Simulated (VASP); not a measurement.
# Hf (P6_3/mmc) in VASP: elastic constants with LDA

Aim: the elastic constants of Hf with LDA.

Everything below comes from runs of VASP 6.6.1. Logs are shortened: lines on timing, memory, paths and dates and some standing lists are left out, and cuts for length are marked.

## Step 1: The structure

Symmetry: P6_3/mmc, No. 194, hexagonal system. The conventional cell has a = 3.192 Å, b = 3.192 Å, c = 5.045 Å, α = 90.00°, β = 90.00°, γ = 120.00°. Hf (site symmetry -6m2) is surrounded by 12 Hf at 3.12 to 3.19 Å.

## Step 2: Elastic constants, LDA

The input, POSCAR:

```
Hf
1.0
    3.1923846300      0.0000000000      0.0000000000
   -1.5961923200      2.7646861900      0.0000000000
    0.0000000000      0.0000000000      5.0450416400
Hf
2
Direct
    0.3333333300      0.6666666700      0.2500000000
    0.6666666700      0.3333333300      0.7500000000
```

The input, INCAR.step1:

```
SYSTEM = Hf
ALGO = Normal
EDIFF = 1E-8
EDIFFG = -0.002
ENCUT = 580
GGA = CA
IBRION = 2
ISIF = 3
ISMEAR = 0
LASPH = .TRUE.
LCHARG = .FALSE.
LREAL = .FALSE.
LWAVE = .FALSE.
NELM = 80
NSW = 40
PREC = Accurate
SIGMA = 0.1
```

The input, INCAR.step2:

```
SYSTEM = Hf
ALGO = Normal
EDIFF = 1E-8
ENCUT = 580
GGA = CA
IBRION = 6
ISIF = 3
ISMEAR = 0
LASPH = .TRUE.
LCHARG = .FALSE.
LREAL = .FALSE.
LWAVE = .FALSE.
NELM = 80
NFREE = 2
NSW = 1
POTIM = 0.015
PREC = Accurate
SIGMA = 0.1
```

The input, KPOINTS:

```
k-points
0
G
  15 15 8
  0 0 0
```

Potentials or basis: VASP PAW LDA potentials, release 64 (Hf).

Launch:

```console
> cat potpaw_LDA.64/Hf/POTCAR > POTCAR
> cp INCAR.step1 INCAR
> mpirun -np 1 vasp_std > vasp.out
> cp CONTCAR POSCAR
> cp INCAR.step2 INCAR
> mpirun -np 1 vasp_std > vasp.out
```

OUTCAR:

```text
SYSTEM = Hf
   EDIFF = 1E-8
   ENCUT = 580
   GGA = CA
   IBRION = 6
   ISIF = 3
   ISMEAR = 0
   LASPH = .TRUE.
   LREAL = .FALSE.
   NELM = 80
   NFREE = 2
   NSW = 1
   POTIM = 0.015
   PREC = Accurate

 ion  position               nearest neighbor table
   1  0.333  0.667  0.250-   2 3.05   2 3.05   2 3.05   2 3.05   2 3.05   2 3.05
   2  0.667  0.333  0.750-   1 3.05   1 3.05   1 3.05   1 3.05   1 3.05   1 3.05

  LATTYP: Found a hexagonal cell.
 ALAT       =     3.1195036268
 C/A-ratio  =     1.5784629195

  Lattice vectors:

 A1 = (   3.1195036268,   0.0000000001,   0.0000000000)
 A2 = (  -1.5597518182,   2.7015693896,   0.0000000000)
 A3 = (   0.0000000000,   0.0000000000,   4.9240208022)

Analysis of symmetry for initial positions (statically):
=====================================================================
 Subroutine PRICEL returns:
 Original cell was already a primitive cell.

 Routine SETGRP: Setting up the symmetry group for a
 hexagonal supercell.

 Subroutine GETGRP returns: Found 24 space group operations
 (whereof 12 operations were pure point group operations)
 out of a pool of 24 trial point group operations.

The static configuration has the point symmetry D_3d.
 The point group associated with its full space group is D_6h.

Analysis of symmetry for dynamics (positions and initial velocities):
=====================================================================
 Subroutine PRICEL returns:
 Original cell was already a primitive cell.

 Routine SETGRP: Setting up the symmetry group for a
 hexagonal supercell.

 Subroutine GETGRP returns: Found 24 space group operations
 (whereof 12 operations were pure point group operations)
 out of a pool of 24 trial point group operations.

The dynamic configuration has the point symmetry D_3d.
 The point group associated with its full space group is D_6h.

 Subroutine INISYM returns: Found 24 space group operations
 (whereof 12 operations are pure point group operations),
 and found     1 'primitive' translations

----------------------------------------------------------------------------------------

                                     Primitive cell

  volume of cell :      41.4975

  direct lattice vectors                    reciprocal lattice vectors
     3.119503627  0.000000000  0.000000000     0.320563820  0.185077608  0.000000000
    -1.559751818  2.701569390  0.000000000    -0.000000000  0.370155216  0.000000000
     0.000000000  0.000000000  4.924020802     0.000000000  0.000000000  0.203086063

  length of vectors
     3.119503627  3.119503631  4.924020802     0.370155216  0.370155216  0.203086063

  position of ions in fractional coordinates (direct lattice)
     0.333333330  0.666666670  0.250000000
     0.666666670  0.333333330  0.750000000

  ion indices of the primitive-cell ions
   primitive index   ion index
                 1           1
                 2           2

----------------------------------------------------------------------------------------

 KPOINTS: k-points

Automatic generation of k-mesh.
 Grid dimensions read from file:
 generate k-points for:   15   15    8

[... 121 lines left out ...]
  -------------------------------------------------------------------------------------
  Total       -0.0039022     -0.0039022      0.0014355      0.0000000      0.0000000     -0.0000000
  in kB       -0.1506621     -0.1506621      0.0554228      0.0000000      0.0000000     -0.0000000
  external PRESSURE =      -0.0819671 kB  Pullay stress =       0.0000000 kB
[... 89 lines left out ...]
  FREE ENERGIE OF THE ION-ELECTRON SYSTEM (eV)
  ---------------------------------------------------
  free  energy   TOTEN  =       -21.4846029559 eV

  energy  without entropy=      -21.4765631942  energy(sigma->0) =      -21.48058308

[... ionic steps 4 to 14 ...]

--------------------------------------- Ionic step       15  -------------------------------------------

 number of electron       8.0000000 magnetization

------------------------ aborting loop because EDIFF is reached ----------------------------------------
[... 67 lines left out ...]
--------------------------------------- Ionic step       17  -------------------------------------------

 number of electron       8.0000000 magnetization

 Free energy of the ion-electron system (eV)
  ---------------------------------------------------
  ext. energy  EPLUGINS =         0.00000000
  ---------------------------------------------------
  free energy    TOTEN  =       -21.49039384 eV

  energy without entropy =      -21.48295826  energy(sigma->0) =      -21.48667605

 E-fermi :   5.7765     XC(G=0): -11.4585

 val. band max:        5.7715732480   @ k =  -0.2000   0.4667   0.3750
 cond. band min:       5.8009175736   @ k =   0.0667   0.0000   0.2500
 fundamental gap:      0.0293443257
 Fermi energy:         5.7764694128

 k-point     1 :       0.0000    0.0000    0.0000
  band No.  band energies     occupation
      1      -1.8012      2.00000
      2       1.8262      2.00000
      3       6.8454      0.00000
      4       6.8900      0.00000
      5       6.8900      0.00000
      6       7.2332      0.00000
      7       7.7950      0.00000
      8       7.7950      0.00000
[... 243 lines left out ...]
 k-point    24 :       0.4000    0.2000    0.0000
  band No.  band energies     occupation
      1       3.1444      2.00000
      2       3.3265      2.00000
      3       3.6212      2.00000
      4       4.6411      2.00000
      5       6.0918      0.00001
      6       6.4742      0.00000
      7       7.7542      0.00000
      8      11.1979      0.00000

 [... further k-points ...]

------------------------ aborting loop because EDIFF is reached ----------------------------------------

  FORCE on cell =-STRESS in cart. coord.  units (eV):
  Direction    XX          YY          ZZ          XY          YZ          ZX
  --------------------------------------------------------------------------------------
  -------------------------------------------------------------------------------------
  Total       -0.0020073     -0.0020073      0.0069234      0.0000000     -0.0000000      0.0000000
  in kB       -0.0774985     -0.0774985      0.2673061      0.0000000     -0.0000000      0.0000000
  external PRESSURE =       0.0374363 kB  Pullay stress =       0.0000000 kB
[... 17 lines left out ...]
  FREE ENERGIE OF THE ION-ELECTRON SYSTEM (eV)
  ---------------------------------------------------
  free  energy   TOTEN  =       -21.4903938389 eV

  energy  without entropy=      -21.4829582578  energy(sigma->0) =      -21.48667605

 INTERNAL STRAIN TENSORS FROM STRAINED CELLS
 ============================================

 INTERNAL STRAIN TENSOR FOR ION    1 for displacements in x,y,z  (eV/Angst):
          X           Y           Z          XY          YZ          ZX
  --------------------------------------------------------------------------------
  x     0.00000    -0.00000    -0.00000    -2.08913    -0.00000     0.00000
  y    -2.07801     2.09879     0.00000     0.00011     0.00002    -0.00001
  z     0.00000     0.00000     0.00000     0.00000     0.00333    -0.00000

 INTERNAL STRAIN TENSORS FROM DISPLACED ATOMS
 ============================================

 INTERNAL STRAIN TENSOR FOR ION    1 for displacements in x,y,z  (eV/Angst):
          X           Y           Z          XY          YZ          ZX
  --------------------------------------------------------------------------------
  x     0.00000    -0.00000    -0.00000    -2.06997     0.00000     0.00000
  y    -2.06997     2.06997     0.00000    -0.00000     0.00000     0.00000
  z     0.00000     0.00000     0.00000    -0.00000    -0.00000     0.00000

 INTERNAL STRAIN TENSOR FOR ION    2 for displacements in x,y,z  (eV/Angst):
          X           Y           Z          XY          YZ          ZX
  --------------------------------------------------------------------------------
  x    -0.00000     0.00000     0.00000     2.06997     0.00000     0.00000
  y     2.06997    -2.06997    -0.00000     0.00000     0.00000     0.00000
  z    -0.00000    -0.00000    -0.00000     0.00000     0.00000     0.00000

 Eigenvectors and eigenvalues of the dynamical matrix
 ----------------------------------------------------

   1 f  =    3.200115 THz    20.106914 2PiTHz  106.744338 cm-1    13.234605 meV
             X         Y         Z           dx          dy          dz
     -0.000000  1.801046  1.231005    -0.000000    0.000000    0.707107
      1.559752  0.900523  3.693016     0.000000   -0.000000   -0.707107
[... 11 lines left out ...]
   4 f  =    0.000000 THz     0.000000 2PiTHz    0.000001 cm-1     0.000000 meV
             X         Y         Z           dx          dy          dz
     -0.000000  1.801046  1.231005    -0.021763    0.417026   -0.570627
      1.559752  0.900523  3.693016    -0.021763    0.417026   -0.570627

   5 f/i=    0.000000 THz     0.000000 2PiTHz    0.000000 cm-1     0.000000 meV
             X         Y         Z           dx          dy          dz
     -0.000000  1.801046  1.231005     0.706586   -0.000258   -0.027137
      1.559752  0.900523  3.693016     0.706586   -0.000258   -0.027137

   6 f/i=    0.000000 THz     0.000000 2PiTHz    0.000001 cm-1     0.000000 meV
             X         Y         Z           dx          dy          dz
     -0.000000  1.801046  1.231005     0.016212    0.571042    0.416711
      1.559752  0.900523  3.693016     0.016212    0.571042    0.416711

--------------------------------------------------------------------------------------------------------

 ELASTIC MODULI CONTR FROM IONIC RELAXATION (kBar)
 Direction    XX          YY          ZZ          XY          YZ          ZX
 --------------------------------------------------------------------------------
 XX         -93.6675     93.6675      0.0000      0.0000      0.0000      0.0000
 YY          93.6675    -93.6675     -0.0000      0.0000     -0.0000      0.0000
 ZZ           0.0000     -0.0000     -0.0000     -0.0000      0.0000      0.0000
 XY           0.0000      0.0000     -0.0000    -93.6675      0.0000      0.0000
 YZ           0.0000     -0.0000      0.0000      0.0000     -0.0000      0.0000
 ZX           0.0000      0.0000      0.0000      0.0000      0.0000      0.0000
 --------------------------------------------------------------------------------

 TOTAL ELASTIC MODULI (kBar)
 Direction    XX          YY          ZZ          XY          YZ          ZX
 --------------------------------------------------------------------------------
 XX        2013.0244    805.8025    860.6029     -0.0000      0.0000      0.0000
 YY         805.8025   2013.0244    860.6029     -0.0000      0.0000      0.0000
 ZZ         860.6029    860.6029   2185.5012     -0.0000     -0.0000      0.0000
 XY          -0.0000     -0.0000     -0.0000    603.6110      0.0000     -0.0000
 YZ           0.0000      0.0000     -0.0000      0.0000    456.6114     -0.0000
 ZX           0.0000      0.0000      0.0000     -0.0000     -0.0000    456.6115
 --------------------------------------------------------------------------------
```

Run time: 18 min. Hardware: 1 thread of AMD EPYC 9R14 (Zen 4), shared host; peak memory 0.48 GiB.

What came out:

| Item | Value |
| --- | --- |
| Relaxed volume | 20.75 Å³/atom |
| Relaxed cell | a = 3.120 Å, b = 3.120 Å, c = 4.924 Å, α = 90.00°, β = 90.00°, γ = 120.00° |
| Space group after relaxing (to 0.05 Å) | P6_3/mmc (No. 194) |
| Voigt bulk modulus | 125 GPa |
| Highest phonon frequency at Γ | 107 cm⁻¹ |

Step by step:
| step | energy change (eV) | largest force (eV/Å) | pressure (GPa) | volume (Å³) |
| --- | --- | --- | --- | --- |
| 1 | 0.0000 | 0.0000 | -7.81 | 44.53 |
| 2 | 0.0615 | 0.0000 | 13.21 | 37.89 |
| 3 | -0.0784 | 0.0000 | -0.21 | 41.56 |
| 4 | -0.0785 | 0.0000 | 0.02 | 41.50 |
| 5 | -0.0785 | 0.0000 | -0.04 | 41.51 |
| 6 | -0.0785 | 0.0000 | -0.03 | 41.50 |
| 7 | -0.0785 | 0.0000 | -0.03 | 41.50 |
| 8 | -0.0785 | 0.0000 | -0.01 | 41.50 |

Final structure:
```
Hf
1.0
     3.11950    0.00000    0.00000
    -1.55975    2.70157    0.00000
     0.00000    0.00000    4.92402
Hf
2
Direct
  0.33333 0.66667 0.25000
  0.66667 0.33333 0.75000
```

Phonon frequencies in cm⁻¹ (negative: imaginary):
```csv
q point,frequencies
"(0.000, 0.000, 0.000)",0 0 0 73 73 107
```

Elastic tensor in Voigt notation (GPa, in the Cartesian axes of the cell as first typed):
```
201  81  86   0   0   0
 81 201  86   0   0   0
 86  86 219   0   0   0
  0   0   0  46   0   0
  0   0   0   0  46   0
  0   0   0   0   0  60
```

Clamped-ion elastic tensor (GPa):
```
211  71  86   0   0   0
 71 211  86   0   0   0
 86  86 219   0   0   0
  0   0   0  46   0   0
  0   0   0   0  46   0
  0   0   0   0   0  70
```
